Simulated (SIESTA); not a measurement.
Mo:

```
CELL_PARAMETERS angstrom
-1.58381 1.58381 1.58381
1.58381 -1.58381 1.58381
1.58381 1.58381 -1.58381
ATOMIC_POSITIONS crystal
Mo 0.00000 0.00000 0.00000
```

```yaml
Program: SIESTA 5.4.2
Task: single point
Functional: PBEsol
Potentials_or_basis: PseudoDojo 0.4 standard (PBEsol files)
Basis: DZP (energy shift 0.003 Ry; two zetas on semicore shells)
Grid_cutoff: 800 Ry
Energy_shift: 0.003 Ry
k_mesh: 12 × 12 × 12
Occupations: fermi-dirac, width 0.05 eV
Spin: no spin polarisation
```

On this cell: pressure -6.6 GPa; band gap on the k mesh none (metal or under the smearing width).

The same run follows on a disturbed copy (cell strained at random at fixed volume):

```xyz
1
Lattice="-1.5944 1.5913 1.5845 1.6124 -1.5431 1.5543 1.6066 1.5553 -1.5363" Properties=species:S:1:pos:R:3 pbc="T T T"
Mo   -0.0831   -0.0073   -0.0091
```

Task: What changes?

Result: The energy (extrapolated to zero smearing) moves by +13.1 meV/atom; pressure -6.3 GPa; band gap on the k mesh none (metal or under the smearing width).

Stress tensor (GPa, compression positive):
```
-11.78  -0.86  -1.32
 -0.86  -4.11  -3.38
 -1.32  -3.38  -3.15
```

Caveats: the basis of atomic orbitals isn't converged, which shifts pressures, moduli and gaps.
